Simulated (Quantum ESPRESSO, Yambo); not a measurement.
# Excitons of GaP (F-43m) on ever denser meshes, part 4 of 4

Wanted: excitons and ε₂ of GaP (F-43m), with cost.

Quantum ESPRESSO 7.5 and Yambo 5.3.0; PBE and many-body steps on it, plane waves. Known limits of the many-body steps: not at the basis limit; no spin-orbit coupling; coarse k mesh; bindings not settled in the k mesh.

So far. Step 16 (Triplet (no exchange term)): The lowest triplet lies at 2.573 eV; without spin-orbit coupling triplets are dark, so no spectrum is read. Step 17 (Empty states on the mesh, 10×10×10 mesh, 22 bands): On this mesh the gap is 1.604 eV.

### Step 19. k mesh (10×10×10)

This step: Bethe-Salpeter equation on PBE with a scissors shift, plane waves, norm-conserving pseudopotentials.

bse12.in

```
optics
bss
bse
em1s
dipoles
rim_cut
RandQpts= 1000000
RandGvec= 1 RL
Chimod= "HARTREE"
BSKmod= "SEX"
BSEmod= "resonant"
BSSmod= "d"
BSENGexx= 20 Ry
BSENGBlk= 4 Ry
% BSEQptR
 1 | 1 |
%
% BSEBands
 12 | 15 |
%
% BEnRange
 0 | 5 | eV
%
% BDmRange
 0.1 | 0.1 | eV
%
BEnSteps= 101
% BLongDir
 1 | 0 | 0 |
%
% BndsRnXs
 5 | 22 |
%
NGsBlkXs= 4 Ry
% LongDrXs
 1 | 1 | 1 |
%
% KfnQP_E
 0.883 | 1.0 | 1.0 |
%
WRbsWF
FFTGvecs= 47 Ry
```

Run with:

```bash
$ OMP_NUM_THREADS=1 mpirun -n 8 yambo -F bse12.in -J bse12 -C bse12 > bse12.log
```

The log of the run:

```text
 Yambo, version 5.3.0

 [02] CORE Variables Setup
 =========================

  [... cell, symmetries and grids as in the set-up ...]

  [02.05] Energies & Occupations
  ==============================

  [X] === General ===
  [X] Electronic Temperature                        :  0.000000  0.000000 [eV K]
  [X] Bosonic    Temperature                        :  0.000000  0.000000 [eV K]
  [X] Finite Temperature mode                       : no
  [X] El. density                                   :  0.64228E+24 [cm-3]
[...]
==========================================================

   [BSE] Exchange components :   459
   [BSE] Correlation components :    51   331

    [08.01.05.01] Screened interaction header I/O
    =============================================

    [08.01.05.02] Main kernel loop
    ==============================

    [08.01.05.03] Wave-Function Phases
    ==================================

    [BSE] WF phases found       :  71.11037 [o/o]

   [08.01.06] BSE solver(s) @q1
   ============================

   [SLK-Digonalization]  Pools        :  2
   [SLK-Digonalization]  BLACS grid   :  2  2

   [08.01.07] Diago Solver @q1
   ===========================

 [11] Game Over & Game summary
```

It took 3.7 min on 8 MPI ranks of AMD EPYC 7R43, shared host; peak memory 7.1 GiB.

Numbers from this step:

* transitions in the window: 4000
* direct gap of the transition levels: 2.701 eV
* lowest state: 2.597 eV
* first strong exciton (over a fiftieth of the strongest listed): 2.597 eV
* binding of the lowest state below the direct gap: 0.1036 eV
* Coulomb term of one mesh cell: 0.1196 eV

The binding is 0.87 times the screened Coulomb term of one mesh cell (0.12 eV), so it is not shown settled.

The lowest state lies at 2.597 eV, 0.104 eV under the direct gap.

The window of bands is narrower than in the first exciton run, so this row is not like for like with it.

The program warns that the window of bands cuts a degenerate level, which breaks the symmetry of states and spectrum.

### Step 20. Triplet (no exchange term)

bse13.in, as its differences from bse12.in of step 19:

```diff
@@ -12,3 +12,3 @@
 BSSmod= "d"
-BSENGexx= 20 Ry
+BSENGexx= 1 RL
 BSENGBlk= 4 Ry
```

Run with:

```bash
$ OMP_NUM_THREADS=1 mpirun -n 8 yambo -F bse13.in -J bse13,bse12_W -C bse13 > bse13.log
```

The log of the run:

```text
 Yambo, version 5.3.0

 [02] CORE Variables Setup
 =========================

  [... cell, symmetries and grids as in the set-up ...]

  [02.05] Energies & Occupations
  ==============================

  [X] === General ===
  [X] Electronic Temperature                        :  0.000000  0.000000 [eV K]
  [X] Bosonic    Temperature                        :  0.000000  0.000000 [eV K]
  [X] Finite Temperature mode                       : no
  [X] El. density                                   :  0.64228E+24 [cm-3]
[...]
=========================================

  [WARNING] [r,Vnl^pseudo] included in position and velocity dipoles.

  [WARNING] In case H contains other non local terms, these are neglected

 [07] Static Dielectric Matrix
 =============================

    [08.01.05.02] Main kernel loop
    ==============================

    [08.01.05.03] Wave-Function Phases
    ==================================

    [BSE] WF phases found       :  71.11037 [o/o]

   [08.01.06] BSE solver(s) @q1
   ============================

   [SLK-Digonalization]  Pools        :  2
   [SLK-Digonalization]  BLACS grid   :  2  2

   [08.01.07] Diago Solver @q1
   ===========================

 [11] Game Over & Game summary
```

Run time: 2.4 min. Hardware: 8 MPI ranks; peak memory 7 GiB; 19 min of CPU time.

The lowest triplet lies at 2.595 eV; without spin-orbit coupling triplets are dark, so no spectrum is read.

The program warns that the window of bands cuts a degenerate level, which breaks the symmetry of states and spectrum.

### Step 21. Empty states on the mesh, 12×12×12 mesh, 22 bands

This step: Quantum ESPRESSO 7.5; DFT, PBE, plane waves, norm-conserving pseudopotentials.

pw.in

```
&control
  calculation = 'nscf'
  prefix = 'x'
  outdir = 'o'
  pseudo_dir = 'pseudo'
/
&system
  ibrav = 0
  nat = 2
  ntyp = 2
  ecutwfc = 104.0
  nbnd = 22
  force_symmorphic = .true.
/
&electrons
  conv_thr = 1e-9
  electron_maxstep = 80
  diago_full_acc = .true.
  diago_thr_init = 5e-6
/
ATOMIC_SPECIES
  Ga 69.723 Ga.upf
  P 30.974 P.upf
CELL_PARAMETERS angstrom
  0.0000000000 2.7252500000 2.7252500000
  2.7252500000 0.0000000000 2.7252500000
  2.7252500000 2.7252500000 0.0000000000
ATOMIC_POSITIONS crystal
  Ga 0.0000000000 0.0000000000 0.0000000000
  P 0.2500000000 0.2500000000 0.2500000000
K_POINTS automatic
  12 12 12 0 0 0
```

Run with:

```bash
$ OMP_NUM_THREADS=1 mpirun -n 8 pw.x -nk 4 -in pw.in > pw.out
```

The log of the run:

```text
[banner, memory and clock lines left out]
Program PWSCF v.7.5 starts

     Atomic positions and unit cell read from directory:
     o/x.save/

     Message from routine setup:
     using ibrav=0 with symmetry is DISCOURAGED, use correct ibrav instead

     bravais-lattice index     =            0
     lattice parameter (alat)  =       7.2832  a.u.
     unit-cell volume          =     273.1780 (a.u.)^3
     number of atoms/cell      =            2
     number of atomic types    =            2
     number of electrons       =        26.00
[...]
-135.1871 -85.9119 -85.9119 -85.9119  -6.3416  -6.3330  -6.3330  -6.2380
    -6.2380  -4.1976   7.3033   8.0944   8.0944  10.5153  12.2608  12.2608
    12.2911  17.4661  17.5851  17.5851  20.2650  21.3073

          k = 0.1179 0.1179-0.1179 (  4894 PWs)   bands (ev):

  -135.1871 -85.9119 -85.9119 -85.9118  -6.3582  -6.3273  -6.3273  -6.2375
    -6.2375  -3.9320   5.8169   7.8340   7.8340  10.6145  12.6393  12.6393
    13.2293  17.1338  17.1338  18.2674  20.0036  22.7222

          k = 0.1768 0.1768-0.1768 (  4873 PWs)   bands (ev):

     [... further k-points ...]

     highest occupied, lowest unoccupied level (ev):     8.2046    9.7974

     XML data file, pseudopotentials, collected wavefunctions
```

Wall time 5.7 s (8 MPI ranks); peak memory 0.47 GiB; 43 s of CPU time.

Numbers from this step:

```yaml
gap: 1.593 eV
k_of_the_valence_top: 0, 0, 0
k_of_the_conduction_bottom: 0, 0.4167, 0.4167
least_direct_gap: 1.818 eV
k_points_computed: 72
lowest_point_of_the_top_converged_band_above_the_valence_top: 12.45 eV
```

On this mesh the gap is 1.593 eV.

### Step 22. Conversion and set-up

This step: Yambo 5.3.0; conversion and set-up on PBE, plane waves, norm-conserving pseudopotentials.

Run with:

```bash
$ (cd o/x.save; p2y > p2y.log; mv SAVE ../..); yambo > setup.log
```

The log of the run:

```text
 Yambo, version 5.3.0

 [02] CORE Variables Setup
 =========================

  [02.01] Unit cells
  ==================

  Cell kind             :  FCC
  Atoms in the cell     :  Ga  P
  number of Ga atoms    :  1
  number of P  atoms    :  1

  List of atomic masses
  Mass of Ga    :  69.72300
  Mass of P     :  30.97400

  List of atomic coordinates    : [cc]
  Ga1       :  0.000000  0.000000  0.000000  order 1
  P1       :  2.574988  2.574988  2.574988  order 2

  Alat factors          :  5.149976  5.149976  5.149976 [a.u.]
  Direct lattice volume :  273.1780 [a.u.]
[...]
Q [ 2]         [rlu]:  0.12588E-17  0.12588E-17  0.83333E-01
 Q [ 3]         [rlu]:  0.25176E-17  0.25176E-17  0.16667
[...]
Q [ 8]         [rlu]:  0.51124E-17  0.83333E-01  0.83333E-01
 Q [ 9]         [rlu]:  0.12634E-16  0.83333E-01  0.16667
 Q [10]         [rlu]:  0.27770E-16  0.83333E-01  0.25000
     [... 38 further rows ...]
 Q [49]         [rlu]:  0.083333  0.250000  0.333333
 Q [50]         [rlu]:  0.083333  0.250000  0.416667

 Remaining 22 points informations can be written running with -fatlog

  [03.01] X indexes
  =================

   [03.01.01] Sigma indexes
   ========================

 [06] Game Over & Game summary
```

Wall time 7.4 s (1 MPI rank); peak memory 0.28 GiB.

### Step 23. k mesh (12×12×12)

This step: Bethe-Salpeter equation on PBE with a scissors shift, plane waves, norm-conserving pseudopotentials.

bse15.in, as its differences from bse13.in of step 20:

```diff
@@ -12,3 +12,3 @@
 BSSmod= "d"
-BSENGexx= 1 RL
+BSENGexx= 20 Ry
 BSENGBlk= 4 Ry
```

Run with:

```bash
$ OMP_NUM_THREADS=1 mpirun -n 8 yambo -F bse15.in -J bse15 -C bse15 > bse15.log
```

The log of the run:

```text
 Yambo, version 5.3.0

 [02] CORE Variables Setup
 =========================

  [... cell, symmetries and grids as in the set-up ...]

  [02.05] Energies & Occupations
  ==============================

  [X] === General ===
  [X] Electronic Temperature                        :  0.000000  0.000000 [eV K]
  [X] Bosonic    Temperature                        :  0.000000  0.000000 [eV K]
  [X] Finite Temperature mode                       : no
  [X] El. density                                   :  0.64228E+24 [cm-3]
[...]
==========================================================

   [BSE] Exchange components :   459
   [BSE] Correlation components :    51   331

    [08.01.05.01] Screened interaction header I/O
    =============================================

    [08.01.05.02] Main kernel loop
    ==============================

    [08.01.05.03] Wave-Function Phases
    ==================================

    [BSE] WF phases found       :  74.67448 [o/o]

   [08.01.06] BSE solver(s) @q1
   ============================

   [SLK-Digonalization]  Pools        :  2
   [SLK-Digonalization]  BLACS grid   :  2  2

   [08.01.07] Diago Solver @q1
   ===========================

 [11] Game Over & Game summary
```

Wall time 18 min (8 MPI ranks); peak memory 17 GiB.

This step gave:

* transitions in the window: 6912
* direct gap of the transition levels: 2.701 eV
* lowest state: 2.612 eV
* first strong exciton (over a fiftieth of the strongest listed): 2.612 eV
* binding of the lowest state below the direct gap: 0.08831 eV
* Coulomb term of one mesh cell: 0.1015 eV

The binding is 0.87 times the screened Coulomb term of one mesh cell (0.10 eV), so it is not shown settled.

The lowest state lies at 2.612 eV, 0.088 eV under the direct gap.

The window of bands is narrower than in the first exciton run, so this row is not like for like with it.

The program warns that the window of bands cuts a degenerate level, which breaks the symmetry of states and spectrum.

### Step 24. Triplet (no exchange term)

bse16.in, as its differences from bse15.in of step 23:

```diff
@@ -12,3 +12,3 @@
 BSSmod= "d"
-BSENGexx= 20 Ry
+BSENGexx= 1 RL
 BSENGBlk= 4 Ry
```

Run with:

```bash
$ OMP_NUM_THREADS=1 mpirun -n 8 yambo -F bse16.in -J bse16,bse15_W -C bse16 > bse16.log
```

The log of the run:

```text
 Yambo, version 5.3.0

 [02] CORE Variables Setup
 =========================

  [... cell, symmetries and grids as in the set-up ...]

  [02.05] Energies & Occupations
  ==============================

  [X] === General ===
  [X] Electronic Temperature                        :  0.000000  0.000000 [eV K]
  [X] Bosonic    Temperature                        :  0.000000  0.000000 [eV K]
  [X] Finite Temperature mode                       : no
  [X] El. density                                   :  0.64228E+24 [cm-3]
[...]
=========================================

  [WARNING] [r,Vnl^pseudo] included in position and velocity dipoles.

  [WARNING] In case H contains other non local terms, these are neglected

 [07] Static Dielectric Matrix
 =============================

    [08.01.05.02] Main kernel loop
    ==============================

    [08.01.05.03] Wave-Function Phases
    ==================================

    [BSE] WF phases found       :  74.67448 [o/o]

   [08.01.06] BSE solver(s) @q1
   ============================

   [SLK-Digonalization]  Pools        :  2
   [SLK-Digonalization]  BLACS grid   :  2  2

   [08.01.07] Diago Solver @q1
   ===========================

 [11] Game Over & Game summary
```

Wall time 13 min (8 MPI ranks); peak memory 16 GiB.

The lowest triplet lies at 2.611 eV; without spin-orbit coupling triplets are dark, so no spectrum is read.

The program warns that the window of bands cuts a degenerate level, which breaks the symmetry of states and spectrum.

### Step 25. Spectrum in a wider window

bse17.in

```
optics
bss
bse
em1s
dipoles
rim_cut
RandQpts= 1000000
RandGvec= 1 RL
Chimod= "HARTREE"
BSKmod= "SEX"
BSEmod= "resonant"
BSSmod= "h"
BSENGexx= 20 Ry
BSENGBlk= 4 Ry
% BSEQptR
 1 | 1 |
%
% BSEBands
 11 | 17 |
%
% BEnRange
 0 | 8 | eV
%
% BDmRange
 0.1 | 0.1 | eV
%
BEnSteps= 161
% BLongDir
 1 | 0 | 0 |
%
% BndsRnXs
 5 | 22 |
%
NGsBlkXs= 4 Ry
% LongDrXs
 1 | 1 | 1 |
%
% KfnQP_E
 0.883 | 1.0 | 1.0 |
%
BSHayTrs= -0.02
FFTGvecs= 47 Ry
```

Run with:

```bash
$ OMP_NUM_THREADS=1 mpirun -n 8 yambo -F bse17.in -J bse17,bse15_W -C bse17 > bse17.log
```

The log of the run:

```text
 Yambo, version 5.3.0

 [02] CORE Variables Setup
 =========================

  [... cell, symmetries and grids as in the set-up ...]

  [02.05] Energies & Occupations
  ==============================

  [X] === General ===
  [X] Electronic Temperature                        :  0.000000  0.000000 [eV K]
  [X] Bosonic    Temperature                        :  0.000000  0.000000 [eV K]
  [X] Finite Temperature mode                       : no
  [X] El. density                                   :  0.64228E+24 [cm-3]
[...]
============================

   [08.01.07] Haydock Solver in the optics basis @q1 using the hermitian scheme
   ============================================================================

   Accuracy (requested)      : -0.020000 [o/o]

   [WARNING] [EPS_extend] Possible inaccuracy in the EPS prolungation

   [WARNING] [EPS_extend] Possible inaccuracy in the EPS prolungation

   [WARNING] [EPS_extend] Possible inaccuracy in the EPS prolungation

[...]
[WARNING] [EPS_extend] Possible inaccuracy in the EPS prolungation

   [WARNING] [EPS_extend] Possible inaccuracy in the EPS prolungation
   Iterations                :  115

 [11] Game Over & Game summary
```

Elapsed: 8.7 min, on 8 MPI ranks; peak memory 7.1 GiB; 68 min of CPU time.

This step gave:

```
transitions in the window           : 20736
direct gap of the transition levels : 2.701 eV
```

The ε₂ has structure finer than the step of the table below, so its rows give means over 0.25 eV, whole bins alone (the curve runs from 0 to 8 eV). Peaks (eV: height): BSE 3.550: 29.4, 4.900: 29.9, 5.750: 14.7; no electron-hole interaction 3.700: 14.5, 5.300: 32.5, 5.950: 23.0.

Field along x; broadening 0.1 eV; transition window only. Limits: finite bands, cutoff and mesh; no spin-orbit coupling; exciton not shown settled in the k mesh. ε₂ against photon energy; means over each step:

```csv
photon energy (eV),BSE,no electron-hole interaction
0.25,0.114,0.0874
0.50,0.130,0.0979
0.75,0.150,0.111
1.00,0.175,0.126
1.25,0.208,0.146
1.50,0.253,0.171
1.75,0.317,0.206
2.00,0.419,0.257
2.25,0.628,0.345
2.50,1.52,0.629
2.75,1.90,1.16
3.00,3.49,1.14
3.25,8.77,3.20
3.50,21.3,5.74
3.75,14.8,11.0
4.00,18.1,9.33
4.25,19.7,11.0
4.50,19.5,13.3
4.75,26.4,14.1
5.00,27.1,22.8
5.25,13.6,30.0
5.50,9.96,17.4
5.75,13.1,16.4
6.00,7.80,21.8
6.25,6.40,13.5
6.50,7.21,11.0
6.75,4.96,9.52
7.00,4.72,7.41
7.25,4.87,6.91
7.50,5.37,7.25
7.75,3.61,6.97
```

### Step 26. The runs together

Times are wall times on 8 MPI ranks of AMD EPYC 7R43, shared host, good to a factor of about two.

```csv
run,mesh,transitions,broadening (eV),direct gap (eV),lowest state (eV),binding (eV),mesh cell's term (eV),tallest peak (eV),height,time
excitons,4×4×4,768,0.1,2.701,2.560,0.140,0.167,3.40,125,6.5 s
triplet (no exchange term),4×4×4,768,0.1,2.701,2.525,0.175,0.167,-,-,3.8 s
k mesh (6×6×6),6×6×6,2592,0.1,2.701,2.559,0.141,0.165,3.45,68.5,47 s
triplet (no exchange term),6×6×6,2592,0.1,2.701,2.549,0.152,0.165,-,-,42 s
k mesh (8×8×8),8×8×8,3072,0.1,2.701,2.578,0.123,0.142,3.45,35.6,95 s
triplet (no exchange term),8×8×8,3072,0.1,2.701,2.573,0.127,0.142,-,-,81 s
k mesh (10×10×10),10×10×10,4000,0.1,2.701,2.597,0.104,0.120,-,-,3.7 min
triplet (no exchange term),10×10×10,4000,0.1,2.701,2.595,0.106,0.120,-,-,2.4 min
k mesh (12×12×12),12×12×12,6912,0.1,2.701,2.612,0.088,0.101,-,-,18 min
triplet (no exchange term),12×12×12,6912,0.1,2.701,2.611,0.090,0.101,-,-,13 min
spectrum in a wider window,12×12×12,20736,0.1,2.701,-,-,-,4.90,29.9,8.7 min
```

### Step 27. What came out

| Quantity | Value |
| --- | --- |
| excitons | lowest state 2.560 eV (not settled in the k mesh) |
| triplet (no exchange term) | lowest state 2.525 eV (not settled in the k mesh) |
| k mesh (6×6×6) | lowest state 2.559 eV (not settled in the k mesh) |
| triplet (no exchange term) | lowest state 2.549 eV (not settled in the k mesh) |
| k mesh (8×8×8) | lowest state 2.578 eV (not settled in the k mesh) |
| triplet (no exchange term) | lowest state 2.573 eV (not settled in the k mesh) |
| k mesh (10×10×10) | lowest state 2.597 eV (not settled in the k mesh) |
| triplet (no exchange term) | lowest state 2.595 eV (not settled in the k mesh) |
| k mesh (12×12×12) | lowest state 2.612 eV (not settled in the k mesh) |
| triplet (no exchange term) | lowest state 2.611 eV (not settled in the k mesh) |

What this shows: On the 4×4×4 mesh the lowest exciton lies at 2.560 eV, 0.140 eV below the direct gap; one cell of the mesh carries a screened Coulomb term of 0.17 eV, so this binding is not shown settled. Between the two densest meshes the binding falls by 0.84 of the fall in the mesh cell's term (the screened Coulomb energy of a charge repeated on the supercell that the mesh stands for). The binding is still 0.9 times that term, so the mesh does not resolve the exciton and no limit can be drawn. Triplet (no exchange term), against «excitons (4×4×4)»: the lowest state moves by −0.035 eV (keys changed: BSENGexx). Triplets are dark. k mesh (6×6×6), against «excitons (4×4×4)»: the lowest state stays within 0.01 eV. Triplet (no exchange term), against «k mesh (6×6×6)»: the lowest state moves by −0.010 eV (keys changed: BSENGexx). Triplets are dark. k mesh (8×8×8), against «k mesh (6×6×6)»: the lowest state moves by +0.018 eV (keys changed: BSEBands, the mesh and the band window). Triplet (no exchange term), against «k mesh (8×8×8)»: the lowest state stays within 0.01 eV (keys changed: BSENGexx). Triplets are dark. k mesh (10×10×10), against «k mesh (8×8×8)»: the lowest state moves by +0.019 eV (keys changed: BSEBands, the mesh and the band window). Triplet (no exchange term), against «k mesh (10×10×10)»: the lowest state stays within 0.01 eV (keys changed: BSENGexx). Triplets are dark. k mesh (12×12×12), against «k mesh (10×10×10)»: the lowest state moves by +0.015 eV. Triplet (no exchange term), against «k mesh (12×12×12)»: the lowest state stays within 0.01 eV (keys changed: BSENGexx). Triplets are dark. A rigid shift treats all transitions alike. In the G0W0 table the openings from the upper filled bands to the empty bands at the same k run from +0.71 to +0.91 eV (median +0.86), where the shift is +0.88 eV, so peaks stand off by such differences. Lines within a few meV of each other can be one level split by numerical noise, or distinct levels. Screening is static and electronic alone, and only transitions inside the band window count. The 4×4×4 mesh is coarse for this cell, which bears on the long-range parts of exchange and screening. The many-body steps are scalar-relativistic: spin-orbit coupling is not in them.

[Paths, hosts, dates, memory and timing lines, banners, echoed tables and standing remarks are left out of the program output.]

[Logs are printed without paths, hosts, clocks, repeated set-up lines and the standing remarks that a program may print on its own settings, such as how far it seeks lower states.]

[Runs of the session that timed out or met a known fault of the program may be left out.]

[Hosts, paths, dates, database ids (printed as entryN), source tags and the programs' standing remarks are cut or masked in the printed files.]
